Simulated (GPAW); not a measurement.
Runs of GPAW 26.7.0 on BP. Symmetry: F-43m, No. 216, cubic system. The conventional cell has a = 4.538 Å, b = 4.538 Å, c = 4.538 Å, α = 90.00°, β = 90.00°, γ = 90.00°. P (site symmetry -43m) is surrounded by 4 B at 1.97 Å. B (site symmetry -43m) is surrounded by 4 P at 1.97 Å. 

| task | level | potentials or basis | cell | eigensolver | band path | band points | older calculator (legacy_gpaw) | optimizer | gap on the mesh (eV) | pressure (GPa) | V0 of scaled cells (Å³/atom) | relaxed volume (Å³/atom) | B0 (GPa) |
| --- | --- | --- | --- | --- | --- | --- | --- | --- | --- | --- | --- | --- | --- |
| equation of state | BLYP+D3 | PAW data sets generated in the run's folder for this functional, pw | as given | davidson | - | - | - | - | - | - | 11.85 | - | (a) |
| band structure | BP86 | PAW data sets generated in the run's folder for this functional, pw | as given | - | GXWKGLUWLK,UX | 60 | - | - | 1.30 | 2.8 | - | - | - |
| equation of state | revPBE+D3(BJ) | the program's PAW data sets (release 1.2.1) made for this functional, pw | as given | - | - | - | - | - | - | - | 11.30 | - | (c) |
| band structure | optB88-vdW | GPAW PAW data sets (gpaw-data 1.2.1), pw | as given | - | GXWKGLUWLK,UX | 60 | yes | - | 1.39 | - | - | - | - |
| equation of state | BLYP | PAW data sets generated in the run's folder for this functional, pw | as given | davidson | - | - | - | - | - | - | 12.15 | - | 149 |
| single point | TB-mBJ | GPAW PAW data sets for LDA (gpaw-data 1.2.1), pw | as given | - | - | - | - | - | 1.90 | - | - | - | - |
| relaxation of cell and atoms | RPBE+D3(BJ) | the program's PAW data sets (release 1.2.1) made for this functional, pw | relaxed | - | - | - | - | LBFGS | 1.12 | -0.1 | - | 10.63 | - |
| relaxation of cell and atoms | PBEsol+D3(BJ) | PAW data sets generated in the run's folder for this functional, pw | relaxed | - | - | - | - | LBFGS | (b) | 0.1 | - | 11.31 | - |

Alike in all rows: no spin polarisation; k mesh 10 × 10 × 10; cutoff (eV) 800; smearing fermi-dirac 0.05 eV.

Fill in the values left out.

(a) 156; (b) 1.09; (c) 175.

Caveats: the PAW data sets were made with another functional, which shifts forces and pressure a little (some runs); later steps reuse the first step's grids (some runs); a model potential gives levels but no total energy (some runs).

A k mesh can miss the band edges.

Not every run made on this cell is shown here.
